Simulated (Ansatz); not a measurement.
# FePt (Tetraferroplatinum) under changes of volume

One of the cells (13.796 Å³/atom); the others are scaled copies at fixed shape and fractional positions:

```
CELL_PARAMETERS angstrom
2.72350 0.00000 0.00000
0.00000 2.72350 0.00000
0.00000 0.00000 3.72000
ATOMIC_POSITIONS crystal
Pt 0.50000 0.50000 0.50000
Fe 0.00000 0.00000 0.00000
```

| Item | Value |
| --- | --- |
| Program | Ansatz 0.2.0 |
| Functional | r2SCAN |
| Potentials or basis | Ansatz PAW |
| Cutoff | 500 eV (not typed: the program's choice for these potentials) |
| k mesh | 10 × 10 × 7 |
| Occupations | fermi-dirac, width 0.05 eV |
| Spin | collinear spin, ferromagnetic start |
| Starting moments | [0.0, 3.0] μB |

| volume (Å³/atom) | energy over the lowest point (meV/atom) | pressure (GPa) | moment (μB per cell) |
| --- | --- | --- | --- |
| 12.969 | ? | ? | ? |
| 13.245 | 24.98 | 12.3 | 3.53 |
| 13.521 | 8.23 | 7.1 | 3.58 |
| 13.796 | 0.10 | 2.3 | 3.60 |
| 14.072 | 0.00 | -2.1 | 3.61 |
| 14.348 | 7.17 | -6.1 | 3.62 |
| 14.624 | 20.82 | -9.6 | 3.63 |

Task: What does the run at 12.969 Å³/atom give?

Result: Energy over the lowest point 50.82 meV/atom; pressure 18.0 GPa; moment 3.47 μB per cell.

Worked out: A Birch-Murnaghan fit of order 3 (a polynomial in V^(-2/3)) to the other rows has its minimum at 13.94 Å³/atom with B0 = V·E''(V) = 222 GPa and B' = 3.8 at fixed shape and positions, which overstates the stiffness. It gives 51.44 meV/atom at 12.969 Å³/atom, against the run's 50.82, and -dE/dV = 18.3 GPa, against 18.0. A parabola through the other rows of the moment, of slope 0.174 μB per Å³/atom there, extrapolates to 3.49 μB, against the run's 3.47.

Energies are extrapolated to zero smearing.

Caveats: the magnetic or orbital state may not be the lowest; the PAW data sets come from PBE, with cores solved anew for the run's functional, which leaves a small shift of forces and pressure.
